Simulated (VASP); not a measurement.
# Te2Mo in VASP: relaxation of the atoms with PBE+D3(BJ)

Aim: the relaxation of the atoms of Te2Mo with PBE+D3(BJ).

Program: VASP 6.6.1. These are calculated values, not measurements. Logs are shortened: lines on timing, memory, paths and dates and some standing lists are left out, and cuts for length are marked.

## (1) The sheet as given

The cell holds a sheet with vacuum, 3 atoms: a = 3.520 Å, b = 3.520 Å, c = 21.620 Å, α = 90.00°, β = 90.00°, γ = 120.00°.

The cell was built by a generator and needn't be a form met in nature.

## (2) Relaxation of the atoms, PBE+D3(BJ)

Contents of INCAR:

```
PREC     = Accurate       # precision mode
ENCUT    = 520            # plane-wave cutoff, eV
EDIFF    = 1E-6           # SCF threshold, eV
ISMEAR   = -1             # smearing method
SIGMA    = 0.05           # smearing width, eV
LREAL    = F              # projectors in reciprocal space
LASPH    = T              # aspherical terms in the spheres
NELM     = 80             # most SCF steps
ALGO     = Normal         # electronic algorithm
ISIF     = 2              # what is computed and relaxed
LWAVE    = F              # write WAVECAR
LCHARG   = F              # write CHGCAR
GGA      = PE             # functional
IVDW     = 12             # dispersion correction
IBRION   = 2              # ionic algorithm
NSW      = 40             # ionic steps
EDIFFG   = -0.005         # ionic threshold
```

Contents of KPOINTS:

```
regular mesh
0
Gamma
  10 10 1
```

Contents of POSCAR:

```
Te2Mo
1.0
    3.5200000000      0.0000000000      0.0000000000
   -1.7600000000      3.0484094213      0.0000000000
    0.0000000000      0.0000000000     21.6200000000
Te Mo
2 1
Direct
    0.6666666667      0.3333333333      0.4162812211
    0.6666666667      0.3333333333      0.5837187789
    0.3333333333      0.6666666667      0.5000000000
```

Potentials or basis: VASP PAW PBE potentials, release 64 (Te, Mo_sv).

Started as:

```sh
> cat potpaw_PBE.64/Te/POTCAR potpaw_PBE.64/Mo_sv/POTCAR > POTCAR
> mpirun -np 1 vasp_std > vasp.out
```

OUTCAR:

```text
PREC = Accurate
   ENCUT = 520
   EDIFF = 1E-6
   ISMEAR = -1
   LREAL = F
   LASPH = T
   NELM = 80
   ISIF = 2
   GGA = PE
   IVDW = 12
   IBRION = 2
   NSW = 40
   EDIFFG = -0.005
 IVDW          = 12

 ion  position               nearest neighbor table
   1  0.667  0.333  0.416-   3 2.72   3 2.72   3 2.72   2 3.62
   2  0.667  0.333  0.584-   3 2.72   3 2.72   3 2.72   1 3.62
   3  0.333  0.667  0.500-   1 2.72   2 2.72   1 2.72   2 2.72   1 2.72   2 2.72

  LATTYP: Found a hexagonal cell.
 ALAT       =     3.5200000000
 C/A-ratio  =     6.1420454545

  Lattice vectors:

 A1 = (   3.5200000000,   0.0000000000,   0.0000000000)
 A2 = (  -1.7600000000,   3.0484094213,   0.0000000000)
 A3 = (   0.0000000000,   0.0000000000,  21.6200000000)

Analysis of symmetry for initial positions (statically):
=====================================================================
 Subroutine PRICEL returns:
 Original cell was already a primitive cell.

 Routine SETGRP: Setting up the symmetry group for a
 hexagonal supercell.

 Subroutine GETGRP returns: Found 12 space group operations
 (whereof 12 operations were pure point group operations)
 out of a pool of 24 trial point group operations.

The static configuration has the point symmetry D_3h.

Analysis of symmetry for dynamics (positions and initial velocities):
=====================================================================
 Subroutine PRICEL returns:
 Original cell was already a primitive cell.

 Routine SETGRP: Setting up the symmetry group for a
 hexagonal supercell.

 Subroutine GETGRP returns: Found 12 space group operations
 (whereof 12 operations were pure point group operations)
 out of a pool of 24 trial point group operations.

The dynamic configuration has the point symmetry D_3h.

 Subroutine INISYM returns: Found 12 space group operations
 (whereof 12 operations are pure point group operations),
 and found     1 'primitive' translations

----------------------------------------------------------------------------------------

                                     Primitive cell

  volume of cell :     231.9913

  direct lattice vectors                    reciprocal lattice vectors
     3.520000000  0.000000000  0.000000000     0.284090909  0.164019963  0.000000000
    -1.760000000  3.048409421  0.000000000     0.000000000  0.328039926  0.000000000
     0.000000000  0.000000000 21.620000000     0.000000000  0.000000000  0.046253469

  length of vectors
     3.520000000  3.520000000 21.620000000     0.328039926  0.328039926  0.046253469

  position of ions in fractional coordinates (direct lattice)
     0.666666667  0.333333333  0.416281221
     0.666666667  0.333333333  0.583718779
     0.333333333  0.666666667  0.500000000

  ion indices of the primitive-cell ions
   primitive index   ion index
                 1           1
                 2           2
                 3           3

----------------------------------------------------------------------------------------

 KPOINTS: regular mesh

Automatic generation of k-mesh.
 Grid dimensions read from file:
 generate k-points for:   10   10    1

 Generating k-lattice:

  Cartesian coordinates                     Fractional coordinates (reciprocal lattice)
     0.028409091  0.016401996  0.000000000     0.100000000  0.000000000  0.000000000
     0.000000000  0.032803993  0.000000000     0.000000000  0.100000000  0.000000000
     0.000000000  0.000000000  0.046253469     0.000000000  0.000000000  1.000000000

  Length of vectors
     0.032803993  0.032803993  0.046253469

  Shift w.r.t. Gamma in fractional coordinates (k-lattice)
     0.000000000  0.000000000  0.000000000

 Subroutine IBZKPT returns following result:
 ===========================================

 Found     14 irreducible k-points:

 Following reciprocal coordinates:
            Coordinates               Weight
  0.000000  0.000000  0.000000      1.000000
  0.100000  0.000000  0.000000      6.000000
  0.200000  0.000000  0.000000      6.000000
  0.300000  0.000000  0.000000      6.000000
  0.400000 -0.000000  0.000000      6.000000
  0.500000  0.000000  0.000000      3.000000
  0.100000  0.100000  0.000000      6.000000
  0.200000  0.100000  0.000000     12.000000
  0.300000  0.100000  0.000000     12.000000
  0.400000  0.100000  0.000000     12.000000
  0.200000  0.200000  0.000000      6.000000
  0.300000  0.200000  0.000000     12.000000
  0.400000  0.200000  0.000000      6.000000
  0.300000  0.300000  0.000000      6.000000
   k-points           NKPTS =     14   k-points in BZ     NKDIM =     14   number of bands    NBANDS=     17
   number of dos      NEDOS =    301   number of ions     NIONS =      3
   total plane-waves  NPLWV = 127008
   dimension x,y,z NGX =    28 NGY =   28 NGZ =  162
   dimension x,y,z NGXF=    56 NGYF=   56 NGZF=  324
   ions per type =               2   1
   NGX,Y,Z   is equivalent  to a cutoff of  13.22, 13.22, 12.46 a.u.
   NGXF,Y,Z  is equivalent  to a cutoff of  26.45, 26.45, 24.91 a.u.
 SYSTEM =  unknown system
   PREC   = accura    normal or accurate (medium, high low for compatibility)
   ISTART =      0    job   : 0-new  1-cont  2-samecut
   ICHARG =      2    charge: 1-file 2-atom 10-const
   ISPIN  =      1    spin polarized calculation?
   LNONCOLLINEAR =      F non collinear calculations
   LSORBIT =      F    spin-orbit coupling
   LASPH  =      T    aspherical Exc in radial PAW
   ENCUT  =  520.0 eV  38.22 Ry    6.18 a.u.   6.54  6.54 40.20*2*pi/ulx,y,z
   NELM   =     80;   NELMIN=  2; NELMDL= -5     # of ELM steps
   EDIFF  = 0.1E-05   stopping-criterion for ELM
   LREAL  =      F    real-space projection
   EDIFFG = -.5E-02   stopping-criterion for IOM
   NSW    =     40    number of steps for IOM
   IBRION =      2    ionic relax: 0-MD 1-quasi-New 2-CG
   NFREE  =      1    steps in history (QN), initial steepest desc. (CG)
   ISIF   =      2    stress and relaxation
   ISYM   =      2    0-nonsym 1-usesym 2-fastsym
   POTIM  = 0.5000    time-step for ionic-motion
   TEBEG  =    0.0;   TEEND  =   0.0 temperature during run
   PSTRESS=    0.0 pullay stress
   NELECT =      26.0000    total number of electrons
   NUPDOWN=      -1.0000    fix difference up-down
   EMIN   =  10.00;   EMAX   =-10.00  energy-range for DOS
   EFERMI =   0.00;   METHOD = LEGACY
   ISMEAR =    -1;   SIGMA  =   0.05  broadening in eV -4-tet -1-fermi 0-gaus
   EFERMI_NEDOS =   21; number of points for ismear=-14 and -15
   IALGO  =     38    algorithm
   IMIX   =      4    mixing-type and parameters
     AMIX     =   0.40;   BMIX     =  1.00
     AMIX_MAG =   1.60;   BMIX_MAG =  1.00
  volume/ion in A,a.u.               =      77.33       521.85
  Fermi-wavevector in a.u.,A,eV,Ry     =   0.789300  1.491561  8.476353  0.622994
  Thomas-Fermi vector in A             =   1.894414
   LORBIT       =      0    0 simple, 1 ext, 2 COOP (PROOUT), +10 PAW based schemes
   GGA     = PE    functional components
   LHFCALC =     F    Hartree Fock is set to
   AEXX    =    0.0000 exact exchange contribution
   IVDW    =    12    specifies the selected vdW correction
   LEPSILON=     F    determine dielectric tensor
   LRPA    =     F    only Hartree local field effects (RPA)
 conjugate gradient relaxation of ions
 non-spin polarized calculation
  energy-cutoff  :      520.00
  volume of cell :      231.99
 maximum number of plane-waves:      6333
 NGX is ok and might be reduce to    28
   NGX = 13   NGY = 13   NGZ = 81

--------------------------------------- Ionic step        1  -------------------------------------------

 number of electron      26.0000003 magnetization

 Free energy of the ion-electron system (eV)
  ---------------------------------------------------
  ext. energy  EPLUGINS =         0.00000000
  ---------------------------------------------------
  free energy    TOTEN  =       -18.01616286 eV

  energy without entropy =      -18.01616228  energy(sigma->0) =      -18.01616257

------------------------ aborting loop because EDIFF is reached ----------------------------------------

 Edisp (eV)   -1.19410

 E8    (eV) :    -0.5809

  FORCE on cell =-STRESS in cart. coord.  units (eV):
  Direction    XX          YY          ZZ          XY          YZ          ZX
  --------------------------------------------------------------------------------------
  -------------------------------------------------------------------------------------
  Total      -0.31218    -0.31218     0.07251     0.00000     0.00000     0.00000
  in kB      -2.15600    -2.15600     0.50077     0.00000     0.00000     0.00000
  external pressure =       -1.27 kB  Pullay stress =        0.00 kB

 VOLUME and BASIS-vectors are now :
 -----------------------------------------------------------------------------
  energy-cutoff  :      520.00
  volume of cell :      231.99
      direct lattice vectors                 reciprocal lattice vectors
     3.520000000  0.000000000  0.000000000     0.284090909  0.164019963  0.000000000
    -1.760000000  3.048409421  0.000000000     0.000000000  0.328039926  0.000000000
     0.000000000  0.000000000 21.620000000     0.000000000  0.000000000  0.046253469
[... 42 lines left out ...]
 POSITION                                       TOTAL-FORCE (eV/Angst)
 -----------------------------------------------------------------------------------
      1.76000      1.01614      8.99881         0.000000      0.000000     -0.008742
      1.76000      1.01614     12.62119         0.000000     -0.000000      0.008742
     -0.00000      2.03227     10.81000        -0.000000     -0.000000      0.000000
 -----------------------------------------------------------------------------------
    total drift:                                0.000000     -0.000000     -0.000000

  FREE ENERGIE OF THE ION-ELECTRON SYSTEM (eV)
  ---------------------------------------------------
  free  energy   TOTEN  =       -19.2103008251 eV

  energy  without entropy=      -19.2103002431  energy(sigma->0) =      -19.21030053

--------------------------------------- Ionic step        3  -------------------------------------------

 number of electron      26.0000003 magnetization

 Free energy of the ion-electron system (eV)
  ---------------------------------------------------
  ext. energy  EPLUGINS =         0.00000000
  ---------------------------------------------------
  free energy    TOTEN  =       -18.01671358 eV

  energy without entropy =      -18.01671299  energy(sigma->0) =      -18.01671329

 E-fermi :  -0.1368     XC(G=0):  -3.8956

 val. band max:       -0.7815101416   @ k =   0.3000   0.3000   0.0000
 cond. band min:       0.5344917873   @ k =   0.3000   0.3000   0.0000
 fundamental gap:      1.3160019289
 Fermi energy:        -0.1367673638

 k-point     1 :       0.0000    0.0000    0.0000
  band No.  band energies     occupation
      1     -61.3677      2.00000
      2     -35.5342      2.00000
      3     -35.4047      2.00000
      4     -35.4047      2.00000
      5     -13.3553      2.00000
      6     -12.4174      2.00000
[... 9 lines left out ...]
     16       2.7328      0.00000
     17       2.7328      0.00000
[... 284 lines left out ...]
 POSITION                                       TOTAL-FORCE (eV/Angst)
 -----------------------------------------------------------------------------------
      1.76000      1.01614      8.99816         0.000000     -0.000000      0.000804
      1.76000      1.01614     12.62184         0.000000     -0.000000     -0.000804
     -0.00000      2.03227     10.81000        -0.000000      0.000000      0.000000
 -----------------------------------------------------------------------------------
    total drift:                                0.000000     -0.000000     -0.000000

  FREE ENERGIE OF THE ION-ELECTRON SYSTEM (eV)
  ---------------------------------------------------
  free  energy   TOTEN  =       -19.2103044291 eV

  energy  without entropy=      -19.2103038423  energy(sigma->0) =      -19.21030414

 reached required accuracy - stopping structural energy minimisation
```

Run time: 2.1 min. Hardware: 1 thread of Intel Xeon Platinum 8259CL at 2.50GHz (Skylake/Cascade Lake), shared host; peak memory 0.38 GiB.

Results:

- Free energy: -19.2103 eV
- Energy gained by relaxing: 0.0 meV/atom
- Ionic steps: 3
- Band gap on the k mesh: 1.32 eV, direct
- Dispersion energy per atom: -0.398 eV

Final structure:
```xyz
3
Lattice="3.5200 0.0000 0.0000 -1.7600 3.0484 0.0000 0.0000 0.0000 21.6200" Properties=species:S:1:pos:R:3 pbc="T T T"
Te    1.7600    1.0161    8.9982
Te    1.7600    1.0161   12.6218
Mo    0.0000    2.0323   10.8100
```

Levels at points of the mesh, in eV from the valence-band top:
```csv
k point,band 10,band 11,band 12,band 13,band 14,band 15,band 16,band 17
"(0.00, 0.00, 0.00)",-1.54,-0.77,-0.77,-0.45,3.23,3.23,3.51,3.51
"(0.50, 0.00, 0.00)",-2.20,-1.60,-0.68,-0.17,1.54,1.86,3.38,3.79
```

Caveat: spin-orbit coupling is left out, which moves the levels of the heavy elements. Expect the measured gap to be larger: semilocal functionals such as PBE lack the derivative discontinuity.
